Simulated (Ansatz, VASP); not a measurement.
**SrCl2 in VASP and in Ansatz**

```
Sr Cl
1.0
     0.03259    3.48550    3.48550
     3.51809    0.00000    3.51809
     3.48550    3.48550    0.03259
Sr Cl
1 2
Cartesian
  0.0000 0.0000 0.0000
  1.7590 1.7428 1.7590
  5.2771 5.2283 5.2771
```

Change from the starting cell: strain +0.0187 x Voigt [0, 0, 0, 0, 1, 0], atoms carried along.

Alike in both runs: task single point; functional PBEsol; k mesh 6 × 6 × 6; occupations gaussian, width 0.05 eV; no spin polarisation.

|  | VASP | Ansatz |
| --- | --- | --- |
| version | VASP 6.6.1 | Ansatz 0.2.0 |
| potentials or method | VASP PAW PBE potentials, release 64 (Sr_sv, Cl) | scalar-relativistic, plane waves, PAW |
| plane-wave cutoff (eV) | 520 | 420 |
| valence electrons in the cell | 24 | 24 |

VASP gave:

| Item | Value |
| --- | --- |
| gap on the k mesh at the Fermi level (eV) | 5.14 |
| least direct gap on the mesh (eV) | 5.36 |
| pressure (GPa) | -0.8 |
| largest component of the traceless stress (GPa) | 0.26 |
| rms of the force components (eV/Å) | 0.019 |

Question: Which values does Ansatz return?

Answer: gap on the k mesh at the Fermi level (eV): 5.15; least direct gap on the mesh (eV): 5.36; pressure (GPa): -1.0; largest component of the traceless stress (GPa): 0.25; rms of the force components (eV/Å): 0.018.

Atom by atom the forces differ by 0.001 eV/Å (rms over components). The functional is the same, so the differences come from potentials, cutoffs and numerics.

Caveats: the PAW data sets were made with another functional, which shifts forces and pressure a little (VASP). A k mesh can miss the band edges.
